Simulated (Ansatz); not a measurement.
Set up this calculation in Ansatz 0.2.0, as the native input.

```yaml
Task: band structure
Functional: BLYP
Potentials_or_basis: all-electron LAPW, scalar-relativistic
Cutoff: 448 eV (chosen from the basis error)
Basis_error_allowed: 0.001 eV/atom
k_mesh: 13 × 13 × 13
Occupations: fermi-dirac, width 0.05 eV
Spin: no spin polarisation
```

The system is BN.

```xyz
2
Lattice="0.0000 1.8130 1.8130 1.8130 0.0000 1.8130 1.8130 1.8130 0.0000" Properties=species:S:1:pos:R:3 pbc="T T T"
N     0.9065    0.9065    0.9065
B     0.0000    0.0000    0.0000
```

The cell is a database's computed one.

The input as run:

input.yaml

```yaml
crystal:
  lattice:
    - [0.0, 1.813001, 1.813001]
    - [1.813001, 0.0, 1.813001]
    - [1.813001, 1.813001, 0.0]
  atoms:
    - { symbol: "N", position: [0.25, 0.25, 0.25] }
    - { symbol: B, position: [0.0, 0.0, 0.0] }
kpoints:
  mp_grid: { grid: [13, 13, 13] }
  band_path:
    path:
      - [0.0, 0.0, 0.0]
      - [0.5, 0.0, 0.5]
      - [0.5, 0.25, 0.75]
      - [0.375, 0.375, 0.75]
      - [0.0, 0.0, 0.0]
      - [0.5, 0.5, 0.5]
      - [0.625, 0.25, 0.625]
      - [0.5, 0.25, 0.75]
    npoints: 10
scf:
  occupations: { method: fermi_dirac, width: 0.05 }
hamiltonian:
  xc: blyp
  pseudopotentials: { kind: all_electron, lapw: { basis_error: 0.001 } }
output:
  forces: true
  stress: true
  eigenvalues: true
```

Potentials or basis: all-electron LAPW, scalar-relativistic.

Launch:

```sh
$ ansatz run input.yaml --threads 1 --pin off --max-ram 3072MiB --backend cpu --events-out ev --progress --plain --runs-dir out
```

It gave:

```yaml
Pressure: 6.6 GPa
Band_gap_on_the_k_mesh: 4.92 eV, indirect (least direct gap 8.88 eV)
Band_gap_along_the_path: 4.85 eV, indirect (least direct gap 8.88 eV)
```

It took 9.9 s on 1 thread of Arm Neoverse V2 (shared host), peak memory 0.25 GiB.
